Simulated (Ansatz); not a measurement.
Relaxation of TiO2

These are results of Ansatz, DFT r2SCAN+U, scalar-relativistic, plane waves, PAW, not measurements. Settings: 500 eV cutoff, 6×6×4 k-mesh, Gaussian smearing of 0.02 eV, no spin polarisation, U_eff Ti 4.0 eV on d shells.

What was changed: strain along c alone, the other axes held, atoms relaxed: -1.5 %.

Command:

```bash
ansatz run input.yaml --threads 1 --pin off --max-ram 2560MiB --backend cpu --events-out ev --progress --plain --runs-dir out
```

Input:

```yaml
crystal:
  lattice:
    - [3.7965674209, 0.0, 0.0]
    - [0.0, 3.7965674209, 0.0]
    - [0.0, 0.0, 9.5172982623]
  atoms:
    - { symbol: Ti, position: [0.0, 0.0, 0.0] }
    - { symbol: Ti, position: [0.0, 0.5, 0.25] }
    - { symbol: Ti, position: [0.5, 0.5, 0.5] }
    - { symbol: Ti, position: [0.5, 0.0, 0.75] }
    - { symbol: O, position: [0.0, 0.5, 0.4561225804] }
    - { symbol: O, position: [0.0, 0.0, 0.2061225804] }
    - { symbol: O, position: [0.0, 0.5, 0.0438774196] }
    - { symbol: O, position: [0.5, 0.5, 0.2938774196] }
    - { symbol: O, position: [0.5, 0.0, 0.9561225804] }
    - { symbol: O, position: [0.5, 0.5, 0.7061225804] }
    - { symbol: O, position: [0.5, 0.0, 0.5438774196] }
    - { symbol: O, position: [0.0, 0.0, 0.7938774196] }
basis:
  ecutwfc: 500
kpoints:
  mp_grid: { grid: [6, 6, 4] }
hamiltonian:
  xc: r2scan
  hubbard: { sites: [{ species: Ti, l: d, u_eff: 4.0 }] }
scf:
  occupations: { method: gaussian, width: 0.02 }
output:
  forces: true
  stress: true
  eigenvalues: true
  write_density: true
  write_potential: true
  elf: true
  volumetric_format: npy
relax:
  adjacent_minimum: "off"
  f_tol: 0.008
  max_steps: 40
```

F is the free energy.

Steps:

```
step F − F(1) (eV) largest force component (eV/Å)
   1         0.0000                           0.305
   2        -0.0156                           0.151
   3        -0.0208                           0.004
   4        -0.0208                           0.004
```

Relaxed structure:

```cif
data_structure
_symmetry_space_group_name_H-M 'P 1'
_symmetry_Int_Tables_number 1
_cell_length_a 3.7966
_cell_length_b 3.7966
_cell_length_c 9.5173
_cell_angle_alpha 90.000
_cell_angle_beta 90.000
_cell_angle_gamma 90.000
_cell_volume 137.18
loop_
_atom_site_label
_atom_site_type_symbol
_atom_site_fract_x
_atom_site_fract_y
_atom_site_fract_z
_atom_site_occupancy
Ti1 Ti 0.00000 0.00000 0.00000 1
Ti2 Ti 0.00000 0.50000 0.25000 1
Ti3 Ti 0.50000 0.50000 0.50000 1
Ti4 Ti 0.50000 0.00000 0.75000 1
O1 O 0.00000 0.50000 0.45792 1
O2 O 0.00000 0.00000 0.20792 1
O3 O 0.00000 0.50000 0.04208 1
O4 O 0.50000 0.50000 0.29208 1
O5 O 0.50000 0.00000 0.95792 1
O6 O 0.50000 0.50000 0.70792 1
O7 O 0.50000 0.00000 0.54208 1
O8 O 0.00000 0.00000 0.79208 1
```

It takes space group I4_1/amd (No. 141, tetragonal). The conventional cell has a = 3.797 Å, b = 3.797 Å, c = 9.517 Å, α = 90.00°, β = 90.00°, γ = 90.00°. Around Ti (site symmetry -4m2) lie 6 O at 1.94 to 1.98 Å. O (site symmetry 2mm) has 3 Ti at 1.94 to 1.98 Å as nearest neighbours.

The run converged. The run took 5.1 min on 1 thread of Intel(R) Xeon(R) Processor @ 2.50GHz (Skylake/Cascade Lake), with other jobs on the host, peak memory 1.2 GiB.